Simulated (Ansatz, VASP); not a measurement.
# Ti: VASP beside Ansatz

INCAR

```
SYSTEM = Ti
  PREC = Accurate
  ENCUT = 520
  EDIFF = 1E-7
  ISMEAR = -1
  SIGMA = 0.08
  LREAL = .False.
  LASPH = .True.
  NELM = 100
  ALGO = Normal
  ISIF = 2
  LWAVE = .False.
  LCHARG = .False.
  GGA = PE
  NBANDS = 19
```

KPOINTS

```
Automatic mesh
0
Gamma
  13 13 7
  0 0 0
```

File POSCAR:

```
Ti
1.0
    2.9792076597      0.0000000000      0.0000000000
   -1.4896038298      2.5800695164      0.0000000000
    0.0000000000      0.0000000000      4.7323990572
Ti
2
Direct
    0.3333333333      0.6666666667      0.2500000000
    0.6666666667      0.3333333333      0.7500000000
```

Input for Ansatz:

```yaml
crystal:
  lattice:
    - [2.9792076597, 0.0, 0.0]
    - [-1.4896038298, 2.5800695164, 0.0]
    - [0.0, 0.0, 4.7323990572]
  atoms:
    - { symbol: Ti, position: [0.3333333333, 0.6666666667, 0.25] }
    - { symbol: Ti, position: [0.6666666667, 0.3333333333, 0.75] }
kpoints:
  mp_grid: { grid: [13, 13, 7] }
scf:
  occupations: { method: fermi_dirac, width: 0.08 }
hamiltonian:
  xc: pbe
  pseudopotentials: { kind: all_electron, lapw: { basis_error: 0.0005 } }
output:
  forces: true
  stress: true
  eigenvalues: true
```

Change from the starting cell: volume scaled by 1.03.

Alike in both runs: task single point; functional PBE; k mesh 13 × 13 × 7; occupations fermi-dirac, width 0.08 eV; no spin polarisation.

|  | VASP | Ansatz |
| --- | --- | --- |
| version | VASP 6.6.1 | Ansatz 0.2.0 |
| potentials or method | VASP PAW PBE potentials, release 64 (Ti_sv) | all-electron LAPW, scalar-relativistic |
| plane-wave cutoff (eV) | 520 | see its input |

Ansatz gave:

* pressure (GPa): -4.5
* largest component of the traceless stress (GPa): 0.29

What did VASP give for the same quantities?

Pressure (GPa): -4.7; largest component of the traceless stress (GPa): 0.29.

Ansatz ran all-electron here, so the differences hold the error of VASP's frozen core and of both bases.
